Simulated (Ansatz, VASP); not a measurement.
Cr: VASP beside Ansatz

INCAR

```
ALGO     = Normal         # electronic algorithm
EDIFF    = 1E-7           # SCF threshold, eV
ENCUT    = 520            # plane-wave cutoff, eV
GGA      = RP             # functional
ISIF     = 2              # what is computed and relaxed
ISMEAR   = -1             # smearing method
LASPH    = T              # aspherical terms in the spheres
LCHARG   = F              # write CHGCAR
LREAL    = F              # projectors in reciprocal space
LWAVE    = F              # write WAVECAR
NBANDS   = 12             # bands
NELM     = 60             # most SCF steps
PREC     = Accurate       # precision mode
SIGMA    = 0.1            # smearing width, eV
```

File KPOINTS:

```
k-points
0
Gamma
  15 15 15
```

File POSCAR:

```
Cr
1.0
    2.2929597910      0.0000000000      0.0000000000
    0.0000000000      2.2929597910      0.0000000000
    0.0000000000      0.0000000000      2.2929597910
Cr
1
Direct
    0.0000000000      0.0000000000      0.0000000000
```

Input for Ansatz:

```yaml
crystal:
  lattice:
    - [2.292959791, 0.0, 0.0]
    - [0.0, 2.292959791, 0.0]
    - [0.0, 0.0, 2.292959791]
  atoms:
    - { symbol: Cr, position: [0.0, 0.0, 0.0] }
hamiltonian:
  xc: rpbe
  pseudopotentials:
    kind: paw
    azcp:
      Cr: "pseudopotentials/Cr.paw.azcp"
basis:
  ecutwfc: 420
  fft_grid_basis: typed
kpoints:
  mp_grid: { grid: [15, 15, 15], shift: [0, 0, 0] }
magnetization:
  spin_polarized: false
scf:
  occupations: { method: fermi_dirac, width: 0.1 }
  lower_state_search: "off"
output:
  stress: true
```

Alike in both runs: task single point; functional RPBE; k mesh 15 × 15 × 15; occupations fermi-dirac, width 0.1 eV; no spin polarisation.

```csv
,VASP,Ansatz
version,VASP 6.6.1,Ansatz 0.2.0
potentials or method,"VASP PAW PBE potentials, release 64 (Cr_pv)","plane waves (420 eV) with PAW, scalar-relativistic"
plane-wave cutoff (eV),520,420
valence electrons in the cell,12,14
```

|  | VASP | Ansatz | Ansatz less VASP |
| --- | --- | --- | --- |
| pressure (GPa) | 18.2 | 18.2 | +0.01 |

The two sets of potentials don't hold the same shells in valence.

Caveats: so large a pressure means that the cell lies far from this level's equilibrium, or that cutoff or potentials fall short (VASP); the potentials were made for another functional, which shifts forces and pressure (VASP); the run has no spin polarisation, though such a crystal can be magnetic. Spin polarisation is off, so any magnetic state and its effect on volume and gap are missing.
